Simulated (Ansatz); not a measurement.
NiGe: what symmetry allows forces and stress to be

```xyz
8
Lattice="5.4130 0.0000 0.1076 0.0000 3.5046 0.0000 0.1162 0.0000 5.9490" Properties=species:S:1:pos:R:3 pbc="T T T"
Ni    5.4229    2.6285    1.3252
Ni    0.1063    0.8762    4.7314
Ni    2.8282    0.8762    4.4397
Ni    2.7010    2.6285    1.6169
Ge    4.4673    2.6285    3.5503
Ge    1.0619    0.8762    2.5063
Ge    3.6553    0.8762    0.6018
Ge    1.8740    2.6285    5.4549
```

Level of theory: DFT PBE, scalar-relativistic, plane waves, PAW (Ansatz 0.2.0).

Cutoff 420 eV; k points 8×10×6 on the computed 8-atom cell (Γ-centred); Gaussian smearing, width 0.10 eV; no spin polarisation.

This distorted cell has space group P2_1/m, with 4 operations.

Q: Without a calculation: in which directions can each atom feel a force?

A: A force must be left unchanged by every operation that keeps its atom in place, so it lies in the space that those operations leave fixed. Atoms that the group maps onto each other feel forces of one size.
```
atom site symmetry operations at the site equivalent to atom allowed force (Cartesian)
 Ni1              m                       2                   1  in the plane normal to (0.00, 1.00, 0.00)
 Ni2              m                       2                   1  in the plane normal to (0.00, 1.00, 0.00)
 Ni3              m                       2                   3  in the plane normal to (0.00, 1.00, 0.00)
 Ni4              m                       2                   3  in the plane normal to (0.00, 1.00, 0.00)
 Ge5              m                       2                   5  in the plane normal to (0.00, 1.00, 0.00)
 Ge6              m                       2                   5  in the plane normal to (0.00, 1.00, 0.00)
 Ge7              m                       2                   7  in the plane normal to (0.00, 1.00, 0.00)
 Ge8              m                       2                   7  in the plane normal to (0.00, 1.00, 0.00)
```

That leaves 8 independent force components of 24. A relaxation in this cell that keeps the symmetry moves the atoms in these directions alone.

Q: And the stress tensor?

A: It must be invariant under the point group, which leaves 4 independent components: yz, xy vanish.

Q: Do the computed values obey this?

A: Yes. Forces (eV/Å):
```
Ni1 -0.177  0.000 -0.654
Ni2  0.177  0.000  0.654
Ni3  0.443  0.000 -2.494
Ni4 -0.443  0.000  2.494
Ge5 -0.615  0.000  0.079
Ge6  0.615  0.000 -0.079
Ge7  2.046  0.000 -0.259
Ge8 -2.046  0.000  0.259
```

Stress (GPa, compression positive, xx yy zz yz xz xy): -2.68 5.57 4.10 0.00 -3.52 0.00. The program imposes the same operations on density, forces and stress, so this confirms the analysis and is no independent test of the calculation.

Cost: 1 run of about 1.3 core-minutes, on Arm Neoverse V1 (shared hosts).